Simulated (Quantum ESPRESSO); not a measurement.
Crystal: Bi.

```xyz
2
Lattice="2.2675 1.3091 3.9380 -2.2675 1.3091 3.9380 0.0000 -2.6183 3.9380" Properties=species:S:1:pos:R:3 pbc="T T T"
Bi    0.0000    0.0000    9.0495
Bi    0.0000    0.0000    2.7645
```

| Item | Value |
| --- | --- |
| Program | Quantum ESPRESSO 7.5 |
| Task | relaxation of cell and atoms |
| Functional | PBEsol |
| Dispersion | D3(BJ) |
| Potentials or basis | PseudoDojo 0.4.1 SR PBEsol standard |
| Cutoff | 898 eV |
| Density cutoff | 3592 eV |
| k mesh | 6 × 6 × 6 |
| Occupations | fermi-dirac, width 0.05 eV |
| Spin | no spin polarisation |

At the start: pressure -2.2 GPa; volume 35.07 Å³/atom.

Problem. Where does the relaxation end?

Solution. Over 10 steps the energy falls by 15.4 meV/atom and the volume is 33.06 Å³/atom (-5.7 %); space group R-3m (No. 166, to 0.05 Å).

Step by step:
| step | energy change (eV) | largest force (eV/Å) | pressure (GPa) | volume (Å³) |
| --- | --- | --- | --- | --- |
| 1 | 0.0000 | 0.0627 | -2.21 | 70.14 |
| 2 | -0.0089 | 0.1007 | -1.75 | 69.41 |
| 3 | -0.0243 | 0.2232 | 0.23 | 66.63 |
| 4 | -0.0256 | 0.1933 | 0.16 | 66.62 |
| 5 | -0.0302 | 0.0052 | 0.03 | 66.19 |
| 6 | -0.0303 | 0.0079 | 0.00 | 66.19 |
| 7 | -0.0304 | 0.0219 | -0.04 | 66.18 |
| 8 | -0.0306 | 0.0291 | -0.06 | 66.16 |
| 9 | -0.0308 | 0.0217 | -0.05 | 66.14 |
| 10 | -0.0308 | 0.0073 | -0.02 | 66.13 |

Final structure:
```
CELL_PARAMETERS angstrom
2.23596 1.29093 3.81825
-2.23596 1.29093 3.81825
0.00000 -2.58186 3.81825
ATOMIC_POSITIONS crystal
Bi 0.76279 0.76279 0.76279
Bi 0.23721 0.23721 0.23721
```

Caveat: pairwise dispersion overbinds metals, which lowers pressure and volume.
